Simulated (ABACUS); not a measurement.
Rh: equation of state with PBEsol

**The experiment to reproduce.**

From “Thermal equation of state of rhodium characterized by XRD in a resistively heated diamond anvil cell”, 2024, pmc:11535440, for a bulk crystal of Rh: bulk modulus 264 ± 1 GPa.

Crystal: Rh.

```xyz
1
Lattice="0.0000 1.8979 1.8979 1.8979 0.0000 1.8979 1.8979 1.8979 0.0000" Properties=species:S:1:pos:R:3 pbc="T T T"
Rh    0.0000    0.0000    0.0000
```

| Quantity | Value |
| --- | --- |
| Program | ABACUS 3.10.1 |
| Task | equation of state |
| Functional | PBEsol |
| Potentials or basis | PseudoDojo NC SR 0.5 PBE stringent |
| Cutoff | 1211 eV |
| Density cutoff | 4844 eV |
| Basis | plane waves |
| k mesh | 10 × 10 × 10 |
| Occupations | fermi-dirac, width 0.05 eV |
| Spin | no spin polarisation |

| Property | Result |
| --- | --- |
| Equilibrium volume | 13.54 Å³/atom |
| Bulk modulus | 296 GPa |
| Pressure derivative of the bulk modulus | 5.1 (rough: it moves with the points fitted) |

Energy against volume, from the lowest point:
| volume (Å³/atom) | energy (meV/atom) |
| --- | --- |
| 12.851 | 34.17 |
| 13.398 | 0.00 |
| 13.945 | 9.43 |
| 14.492 | 52.89 |

All runs of the series together: 12 s on 4 threads of Intel(R) Xeon(R) Platinum 8488C (Sapphire Rapids), on a shared host.

Against the measured bulk modulus of Rh, 264 GPa (quoted in “Thermal equation of state of rhodium characterized by XRD in a resistively heated diamond anvil cell”, 2024, pmc:11535440), the calculated 296 GPa is off by +12.0 %. The fit is for a static lattice scaled at fixed shape and fixed fractional positions.

Caveat: the potentials were made for another functional, which shifts forces and pressure.
